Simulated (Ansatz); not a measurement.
**AlFe: further runs on the relaxed cell**

One table from this session's results is given with a row withheld; the runs are named, their logs left out.

Method: DFT PBEsol, scalar-relativistic, plane waves, PAW, in Ansatz 0.2.0.

2 further runs of the same task are left out: 2 set aside as unsound or not needed.

## The system as given

It takes space group Pm-3m (No. 221, cubic). Conventional cell: a = 2.845 Å, b = 2.845 Å, c = 2.845 Å, α = 90.00°, β = 90.00°, γ = 90.00°. Al (site symmetry m-3m) is surrounded by 8 Fe at 2.46 Å. Fe (site symmetry m-3m) has 8 Al at 2.46 Å as nearest neighbours.

Structure file:

```xyz
2
Lattice="2.8450 0.0000 0.0000 0.0000 2.8450 0.0000 0.0000 0.0000 2.8450" Properties=species:S:1:pos:R:3 pbc="T T T"
Al    0.0000    0.0000    0.0000
Fe    1.4225    1.4225    1.4225
```

This cell was relaxed beforehand with the same method: volume 11.51 Å³/atom, gap on the mesh none (metal), site moments up to 0.7 μB.

Set-up of the first run:

input.yaml reads:

```yaml
crystal:
  lattice:
    - [2.8450081416, 0.0, 0.0]
    - [0.0, 2.8450081416, 0.0]
    - [0.0, 0.0, 2.8450081416]
  atoms:
    - { symbol: Al, position: [0.0, 0.0, 0.0] }
    - { symbol: Fe, position: [0.5, 0.5, 0.5], spin: 0.75 }
basis:
  ecutwfc: 420
kpoints:
  mp_grid: { grid: [14, 14, 14] }
  band_path:
    path:
      - [[0.0, 0.0, 0.0], [0.0, 0.5, 0.0], [0.5, 0.5, 0.0], [0.0, 0.0, 0.0], [0.5, 0.5, 0.5], [0.0, 0.5, 0.0]]
      - [[0.5, 0.5, 0.5], [0.5, 0.5, 0.0]]
    npoints: 14
hamiltonian:
  xc: pbesol
scf:
  occupations: { method: gaussian, width: 0.1 }
  n_extra_bands: 6
output:
  forces: true
  stress: true
  eigenvalues: true
  populations: true
  dos: { projected: true, de: 0.02, nscf_kmesh: { grid: [21, 21, 21] } }
  bader: true
  write_density: true
  write_potential: true
  elf: true
  volumetric_format: npy
magnetization:
  spin_polarized: true
checkpoint:
  read: start.run
  write: ck
  compress: false
  write_wavefunctions: false
  write_every: 100000
```

Run with:

```
$ ansatz run input.yaml --threads 1 --pin off --max-ram 2560MiB --backend cpu --events-out ev --progress --plain --runs-dir out
```

Steps of the session up to this table: Electronic structure at the relaxed geometry; The cell as listed, for comparison; The cell scaled to 0.97 of its volume; Volume × 1.03; Volume × 0.94; Volume × 1.06; The cell scaled to 0.91 of its volume; The cell scaled to 1.10 of its volume; The cell scaled to 0.88 of its volume.

One table of the session follows, with a row left open; its other results are not shown here.

It belongs to the step «Fit of the equation of state». 

| volume (Å³/atom) | energy above the lowest point (meV/atom) | pressure (GPa) | largest moment (μB) |
| --- | --- | --- | --- |
| 10.132 | 122.5 | 31.74 | 0.59 |
| 10.478 | ? | ? | ? |
| 10.823 | 27.2 | 13.41 | 0.64 |
| 11.168 | 6.4 | 6.18 | 0.66 |
| 11.514 | 0.0 | 0.00 | 0.68 |
| 11.859 | 6.0 | -5.28 | 0.70 |
| 12.205 | 22.6 | -9.77 | 0.73 |
| 12.665 | 58.3 | -14.71 | 0.78 |

**Question.** Estimate the row for volume (Å³/atom) = 10.478.

Worked estimate for «energy above the lowest point (meV/atom)». A straight line through the neighbours (10.132, 122.5) and (10.823, 27.2) gives 122.5 + (27.2 − 122.5) × (10.478 − 10.132) / (10.823 − 10.132) = 74.8; a parabola fitted to 3 rows on both sides gives 65.8.

The run gave: energy above the lowest point (meV/atom): 65.0; pressure (GPa): 21.87; largest moment (μB): 0.62. In «energy above the lowest point (meV/atom)» the line misses by +9.8 and the parabola by +0.8.

Caveats from the session: Warnings in the runs' records: stability check not made.
